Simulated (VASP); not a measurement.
Here is a VASP 6.6.1 calculation.

Contents of INCAR:

```
SYSTEM = Pt
PREC     = Accurate       ! precision mode
ENCUT    = 400            ! plane-wave cutoff, eV
EDIFF    = 1E-6           ! SCF threshold, eV
ISMEAR   = 1              ! smearing method
SIGMA    = 0.1            ! smearing width, eV
LREAL    = Auto         
LASPH    = .TRUE.         ! aspherical terms in the spheres
NELM     = 100            ! most SCF steps
ALGO     = Normal         ! electronic algorithm
ISIF     = 2              ! what is computed and relaxed
LWAVE    = .FALSE.        ! write WAVECAR
LCHARG   = .FALSE.        ! write CHGCAR
GGA      = PE             ! functional
IVDW     = 12             ! dispersion correction
IBRION   = 2              ! ionic algorithm
NSW      = 120            ! ionic steps
EDIFFG   = -0.03          ! ionic threshold
ISYM     = 0            
KPAR     = 4
```

Contents of KPOINTS:

```
Automatic mesh
0
G
  6 6 1
  0 0 0
```

The input POSCAR:

```
Pt
1.0
    5.5437171645      0.0000000000      0.0000000000
    2.7718585823      4.8009998959      0.0000000000
    0.0000000000      0.0000000000     27.8160652761
Pt
24
Selective dynamics
Direct
    0.1666666667      0.1666666667      0.0898761193  F F F
    0.6666666667      0.1666666667      0.0898761193  F F F
    0.1666666667      0.6666666667      0.0898761193  F F F
    0.6666666667      0.6666666667      0.0898761193  F F F
    0.8333333333      0.3333333333      0.1712396418  F F F
    0.3333333333      0.3333333333      0.1712396418  F F F
    0.8333333333      0.8333333333      0.1712396418  F F F
    0.3333333333      0.8333333333      0.1712396418  F F F
    0.0000000000      0.0000000000      0.2526031644  T T T
    0.5000000000      0.0000000000      0.2526031644  T T T
    0.0000000000      0.5000000000      0.2526031644  T T T
    0.5000000000      0.5000000000      0.2526031644  T T T
    0.1666666667      0.1666666667      0.3339666870  T T T
    0.6666666667      0.1666666667      0.3339666870  T T T
    0.1666666667      0.6666666667      0.3339666870  T T T
    0.6666666667      0.6666666667      0.3339666870  T T T
    0.8333333333      0.3333333333      0.4153302096  T T T
    0.3333333333      0.3333333333      0.4153302096  T T T
    0.8333333333      0.8333333333      0.4153302096  T T T
    0.3333333333      0.8333333333      0.4153302096  T T T
    0.0000000000      0.0000000000      0.4966937322  T T T
    0.5000000000      0.0000000000      0.4966937322  T T T
    0.0000000000      0.5000000000      0.4966937322  T T T
    0.5000000000      0.5000000000      0.4966937322  T T T
```

Potentials or basis: VASP PAW PBE potentials, release 64 (Pt).

Run with:

```bash
$ cat potpaw_PBE.64/Pt/POTCAR > POTCAR
$ mpirun -np 4 vasp_std > vasp.out
```

Problem. What does it give for the energy gained by relaxing?

Solution. 1.2 meV/atom.

Problem. Predict the band gap on the k mesh.

Solution. None (metal or under the smearing width).

Problem. What does it give for the dispersion energy per atom?

Solution. -0.644 eV.

The path:
```csv
step,energy change (eV),largest force (eV/Å),pressure (GPa)
1,0.0000,0.3366,-1.51
2,-0.0240,0.3357,-1.66
3,-0.0244,0.3359,-1.68
4,-0.0280,0.3454,-1.73
5,-0.0283,0.3472,-1.74
6,-0.0283,0.3481,-1.75
7,-0.0294,0.3337,-1.78
```

The run has no spin-orbit coupling, so splittings on Pt are missing.
